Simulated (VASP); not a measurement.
# Al2O3 (Corundum) (R-3c) in VASP: a series of runs, part 2 of 2

VASP 6.6.1. Earlier steps stand in the parts before.

**3. Single point, LDA**

File INCAR:

```
SYSTEM = Al2O3
PREC = Accurate
ENCUT = 650
EDIFF = 1E-7
ISMEAR = 0
SIGMA = 0.05
LREAL = .FALSE.
LASPH = .TRUE.
NELM = 100
ALGO = Normal
ISIF = 2
LWAVE = .FALSE.
LCHARG = .FALSE.
NBANDS = 35
ADDGRID = .FALSE.
```

File KPOINTS:

```
regular mesh
0
G
  2 2 2
  0 0 0
```

File POSCAR:

```
Al2O3
1.0
    2.3802500000      1.3742379782      4.3318666667
   -2.3802500000      1.3742379782      4.3318666667
    0.0000000000     -2.7484759565      4.3318666667
Al O
4 6
Direct
    0.8521600000      0.8521600000      0.8521600000
    0.6478400000      0.6478400000      0.6478400000
    0.1478400000      0.1478400000      0.1478400000
    0.3521600000      0.3521600000      0.3521600000
    0.0566800000      0.7500000000      0.4433200000
    0.7500000000      0.4433200000      0.0566800000
    0.4433200000      0.0566800000      0.7500000000
    0.9433200000      0.2500000000      0.5566800000
    0.2500000000      0.5566800000      0.9433200000
    0.5566800000      0.9433200000      0.2500000000
```

Potentials or basis: VASP PAW LDA potentials, release 64 (Al, O).

Run with:

```bash
> cat potpaw_LDA.64/Al/POTCAR potpaw_LDA.64/O/POTCAR > POTCAR
> mpirun -np 1 vasp_std > vasp.out
```

OUTCAR:

```text
SYSTEM = Al2O3
   PREC = Accurate
   ENCUT = 650
   EDIFF = 1E-7
   ISMEAR = 0
   LREAL = .FALSE.
   LASPH = .TRUE.
   NELM = 100
   ISIF = 2

 Found      4 irreducible k-points:

 Following reciprocal coordinates:
            Coordinates               Weight
  0.000000  0.000000  0.000000      1.000000
  0.500000  0.000000 -0.000000      3.000000
  0.500000  0.500000 -0.000000      3.000000
  0.500000  0.500000  0.500000      1.000000
   k-points           NKPTS =      4   k-points in BZ     NKDIM =      4   number of bands    NBANDS=     35
   number of dos      NEDOS =    301   number of ions     NIONS =     10
   total plane-waves  NPLWV = 110592
   dimension x,y,z NGX =    48 NGY =   48 NGZ =   48
   dimension x,y,z NGXF=    96 NGYF=   96 NGZF=   96
   ions per type =               4   6
   NGX,Y,Z   is equivalent  to a cutoff of  15.55, 15.55, 15.55 a.u.
   NGXF,Y,Z  is equivalent  to a cutoff of  31.11, 31.11, 31.11 a.u.
 SYSTEM =  Al2O3
   PREC   = accura    normal or accurate (medium, high low for compatibility)
   ISTART =      0    job   : 0-new  1-cont  2-samecut
   ICHARG =      2    charge: 1-file 2-atom 10-const
   ISPIN  =      1    spin polarized calculation?
   LNONCOLLINEAR =      F non collinear calculations
   LSORBIT =      F    spin-orbit coupling
   LASPH  =      T    aspherical Exc in radial PAW
   ENCUT  =  650.0 eV  47.77 Ry    6.91 a.u.  10.66 10.66 10.66*2*pi/ulx,y,z
   NELM   =    100;   NELMIN=  2; NELMDL= -5     # of ELM steps
   EDIFF  = 0.1E-06   stopping-criterion for ELM
   LREAL  =      F    real-space projection
   EDIFFG = 0.1E-05   stopping-criterion for IOM
   NSW    =      0    number of steps for IOM
   IBRION =     -1    ionic relax: 0-MD 1-quasi-New 2-CG
   NFREE  =      0    steps in history (QN), initial steepest desc. (CG)
   ISIF   =      2    stress and relaxation
   ISYM   =      2    0-nonsym 1-usesym 2-fastsym
   POTIM  = 0.5000    time-step for ionic-motion
   TEBEG  =    0.0;   TEEND  =   0.0 temperature during run
   PSTRESS=    0.0 pullay stress
   NELECT =      48.0000    total number of electrons
   NUPDOWN=      -1.0000    fix difference up-down
   EMIN   =  10.00;   EMAX   =-10.00  energy-range for DOS
   EFERMI =   0.00;   METHOD = LEGACY
   ISMEAR =     0;   SIGMA  =   0.05  broadening in eV -4-tet -1-fermi 0-gaus
   EFERMI_NEDOS =   21; number of points for ismear=-14 and -15
   IALGO  =     38    algorithm
   IMIX   =      4    mixing-type and parameters
     AMIX     =   0.40;   BMIX     =  1.00
     AMIX_MAG =   1.60;   BMIX_MAG =  1.00
  volume/ion in A,a.u.               =       8.50        57.37
  Fermi-wavevector in a.u.,A,eV,Ry     =   1.353064  2.556920 24.909299  1.830782
  Thomas-Fermi vector in A             =   2.480350
   LORBIT       =      0    0 simple, 1 ext, 2 COOP (PROOUT), +10 PAW based schemes
   GGA     = CA    functional components
   LHFCALC =     F    Hartree Fock is set to
   AEXX    =    0.0000 exact exchange contribution
   IVDW    =     0    specifies the selected vdW correction
   LEPSILON=     F    determine dielectric tensor
   LRPA    =     F    only Hartree local field effects (RPA)
 non-spin polarized calculation
 Gauss-broadening in eV      SIGMA  =   0.05
  energy-cutoff  :      650.00
  volume of cell :       85.02
 maximum number of plane-waves:      3235
 NGX is ok and might be reduce to    48
   NGX = 21   NGY = 21   NGZ = 21

 number of electron      48.0000001 magnetization

 Free energy of the ion-electron system (eV)
  ---------------------------------------------------
  ext. energy  EPLUGINS =         0.00000000
  ---------------------------------------------------
  free energy    TOTEN  =       -83.06689412 eV

  energy without entropy =      -83.06689412  energy(sigma->0) =      -83.06689412

 E-fermi :   6.0873     XC(G=0): -12.1636

 val. band max:        5.8324019564   @ k =   0.0000   0.0000   0.0000
 cond. band min:      11.9972173210   @ k =   0.0000   0.0000   0.0000
 fundamental gap:      6.1648153646
 Fermi energy:         6.0873410732

 k-point     1 :       0.0000    0.0000    0.0000
  band No.  band energies     occupation
      1     -13.1884      2.00000
      2     -10.7579      2.00000
      3     -10.4636      2.00000
      4     -10.4636      2.00000
      5     -10.1374      2.00000
      6     -10.1374      2.00000
[... 27 lines left out ...]
     34      19.1712      0.00000
     35      20.1919      0.00000

 k-point     2 :       0.5000    0.0000   -0.0000
  band No.  band energies     occupation
      1     -11.9984      2.00000
      2     -11.9984      2.00000
      3     -10.4845      2.00000
      4     -10.4845      2.00000
      5     -10.3515      2.00000
      6     -10.3515      2.00000
[... 27 lines left out ...]
     34      18.3822      0.00000
     35      18.7588      0.00000

 k-point     3 :       0.5000    0.5000   -0.0000
  band No.  band energies     occupation
      1     -11.9776      2.00000
      2     -11.2969      2.00000
      3     -11.0512      2.00000
      4     -10.8579      2.00000
      5     -10.6099      2.00000
      6     -10.0905      2.00000
[... 27 lines left out ...]
     34      18.6026      0.00000
     35      18.8732      0.00000

 k-point     4 :       0.5000    0.5000    0.5000
  band No.  band energies     occupation
      1     -12.1582      2.00000
      2     -12.1582      2.00000
      3     -10.3223      2.00000
      4     -10.3223      2.00000
      5     -10.3223      2.00000
      6     -10.3223      2.00000
[... 27 lines left out ...]
     34      18.3297      0.00000
     35      20.0396      0.00000

------------------------ aborting loop because EDIFF is reached ----------------------------------------

  FORCE on cell =-STRESS in cart. coord.  units (eV):
  Direction    XX          YY          ZZ          XY          YZ          ZX
  --------------------------------------------------------------------------------------
  -------------------------------------------------------------------------------------
  Total       -2.5761763     -2.5761763     -2.9894847      0.0000000      0.0000000      0.0000000
  in kB      -48.5484428    -48.5484428    -56.3373057      0.0000000      0.0000000      0.0000000
  external PRESSURE =     -51.1447304 kB  Pullay stress =       0.0000000 kB

 VOLUME and BASIS-vectors are now :
 -----------------------------------------------------------------------------
  energy-cutoff  :      650.00
  volume of cell :       85.02
      direct lattice vectors                 reciprocal lattice vectors
     2.380250000  1.374237978  4.331866667     0.210061968  0.121279334  0.076949121
    -2.380250000  1.374237978  4.331866667    -0.210061968  0.121279334  0.076949121
     0.000000000 -2.748475957  4.331866667     0.000000000 -0.242558668  0.076949121

 POSITION                                       TOTAL-FORCE (eV/Angst)
 -----------------------------------------------------------------------------------
      0.00000     -0.00000     11.07433         0.000000      0.000000     -0.046788
      0.00000     -0.00000      8.41907         0.000000     -0.000000      0.046788
      0.00000     -0.00000      1.92127         0.000000     -0.000000      0.046788
      0.00000     -0.00000      4.57653         0.000000      0.000000     -0.046788
     -1.65027     -0.10988      5.41483        -0.046846     -0.081139     -0.000000
      0.72998      1.48412      5.41483        -0.046846      0.081139     -0.000000
      0.92030     -1.37424      5.41483         0.093691     -0.000000     -0.000000
      1.65027      0.10988      7.58077         0.046846      0.081139     -0.000000
     -0.72998     -1.48412      7.58077         0.046846     -0.081139     -0.000000
     -0.92030      1.37424      7.58077        -0.093691     -0.000000      0.000000
 -----------------------------------------------------------------------------------
    total drift:                               -0.000000      0.000000     -0.000000

  FREE ENERGIE OF THE ION-ELECTRON SYSTEM (eV)
  ---------------------------------------------------
  free  energy   TOTEN  =       -83.0668941210 eV

  energy  without entropy=      -83.0668941210  energy(sigma->0) =      -83.06689412
```

It took 28 s on 1 thread of AMD EPYC 7R43 (Zen 3), shared host; peak memory 0.2 GiB.

These settings aren't checked as converged: the numbers below hold their error.

What came out:

| Property | Result |
| --- | --- |
| Free energy | -83.0669 eV |
| Pressure | -5.1 GPa |
| Largest force | 0.094 eV/Å |
| Band gap on the k mesh | 6.16 eV, direct |

Caveat: the k mesh is coarse (spacing up to 0.80 Å⁻¹), so the values aren't converged.

**4. Single point, LDA**

INCAR: that of step 3 with these lines changed.

```diff
@@ -2,3 +2,3 @@
 PREC = Accurate
-ENCUT = 650
+ENCUT = 220
 EDIFF = 1E-7
```

File KPOINTS:

```
regular mesh
0
G
  4 4 4
  0 0 0
```

POSCAR is that of step 3.

Potentials or basis: VASP PAW LDA potentials, release 64 (Al, O).

Run with:

```bash
> cat potpaw_LDA.64/Al/POTCAR potpaw_LDA.64/O/POTCAR > POTCAR
> mpirun -np 1 vasp_std > vasp.out
```

OUTCAR:

```text
SYSTEM = Al2O3
   PREC = Accurate
   ENCUT = 220
   EDIFF = 1E-7
   ISMEAR = 0
   LREAL = .FALSE.
   LASPH = .TRUE.
   NELM = 100
   ISIF = 2

 Found     13 irreducible k-points:

 Following reciprocal coordinates:
            Coordinates               Weight
  0.000000  0.000000  0.000000      1.000000
  0.250000  0.000000 -0.000000      6.000000
  0.500000  0.000000 -0.000000      3.000000
  0.250000  0.250000 -0.000000      6.000000
  0.500000  0.250000  0.000000     12.000000
 -0.250000  0.250000  0.000000      6.000000
   k-points           NKPTS =     13   k-points in BZ     NKDIM =     13   number of bands    NBANDS=     35
   number of dos      NEDOS =    301   number of ions     NIONS =     10
   total plane-waves  NPLWV =  21952
   dimension x,y,z NGX =    28 NGY =   28 NGZ =   28
   dimension x,y,z NGXF=    56 NGYF=   56 NGZF=   56
   ions per type =               4   6
   NGX,Y,Z   is equivalent  to a cutoff of   9.07,  9.07,  9.07 a.u.
   NGXF,Y,Z  is equivalent  to a cutoff of  18.15, 18.15, 18.15 a.u.
 SYSTEM =  Al2O3
   PREC   = accura    normal or accurate (medium, high low for compatibility)
   ISTART =      0    job   : 0-new  1-cont  2-samecut
   ICHARG =      2    charge: 1-file 2-atom 10-const
   ISPIN  =      1    spin polarized calculation?
[... 62 lines left out ...]
 k-point     1 :       0.0000    0.0000    0.0000
  band No.  band energies     occupation
      1     -13.8318      2.00000
      2     -11.5892      2.00000
      3     -11.2836      2.00000
      4     -11.2836      2.00000
      5     -11.0205      2.00000
      6     -11.0205      2.00000
[... 217 lines left out ...]
     34      19.1203      0.00000
     35      19.7355      0.00000

 [... further k-points ...]
[... 5 lines left out ...]
  --------------------------------------------------------------------------------------
  -------------------------------------------------------------------------------------
  Total      -91.9260063    -91.9260063    -92.6573016      0.0000000      0.0000000      0.0000000
  in kB    -1732.3599062  -1732.3599062  -1746.1412803      0.0000000      0.0000000      0.0000000
  external PRESSURE =   -1736.9536976 kB  Pullay stress =       0.0000000 kB

 VOLUME and BASIS-vectors are now :
 -----------------------------------------------------------------------------
  energy-cutoff  :      220.00
  volume of cell :       85.02
      direct lattice vectors                 reciprocal lattice vectors
     2.380250000  1.374237978  4.331866667     0.210061968  0.121279334  0.076949121
    -2.380250000  1.374237978  4.331866667    -0.210061968  0.121279334  0.076949121
     0.000000000 -2.748475957  4.331866667     0.000000000 -0.242558668  0.076949121

 POSITION                                       TOTAL-FORCE (eV/Angst)
 -----------------------------------------------------------------------------------
      0.00000     -0.00000     11.07433        -0.000000      0.000000     -0.200605
      0.00000     -0.00000      8.41907        -0.000000     -0.000000      0.200605
      0.00000     -0.00000      1.92127        -0.000000     -0.000000      0.200605
      0.00000     -0.00000      4.57653        -0.000000      0.000000     -0.200605
     -1.65027     -0.10988      5.41483        -0.041887     -0.072551      0.000000
      0.72998      1.48412      5.41483        -0.041887      0.072551      0.000000
      0.92030     -1.37424      5.41483         0.083775     -0.000000      0.000000
      1.65027      0.10988      7.58077         0.041887      0.072551      0.000000
     -0.72998     -1.48412      7.58077         0.041887     -0.072551      0.000000
     -0.92030      1.37424      7.58077        -0.083775     -0.000000      0.000000
 -----------------------------------------------------------------------------------
    total drift:                               -0.000000      0.000000     -0.000000

  FREE ENERGIE OF THE ION-ELECTRON SYSTEM (eV)
  ---------------------------------------------------
  free  energy   TOTEN  =       -85.6143546330 eV

  energy  without entropy=      -85.6143546330  energy(sigma->0) =      -85.61435463
```

It took 19 s on 1 thread of AMD EPYC 7R43 (Zen 3), shared host; peak memory 0.09 GiB.

The run converged, but a check on its numbers failed (symmetry, net force, bounds or a known fault of this set-up), so they aren't taken as properties of the crystal.

Caveat: the cutoff lies under the usual one of these potentials, so the numbers hold a large basis-set error; a pressure of tens of GPa on the cell as given is suspect, and the run, the potentials or the cell itself is likely at fault.

**5. The reference run**

An earlier run on the cell as given: functional PBE; potentials or basis VASP PAW PBE potentials, release 64 (Al, O); cutoff 520 eV; k mesh 7 × 7 × 7; occupations fermi-dirac, width 0.05 eV; no spin polarisation.

* Pressure: 7.2 GPa
* Largest force: 0.027 eV/Å
* Band gap on the k mesh: 6.22 eV, direct
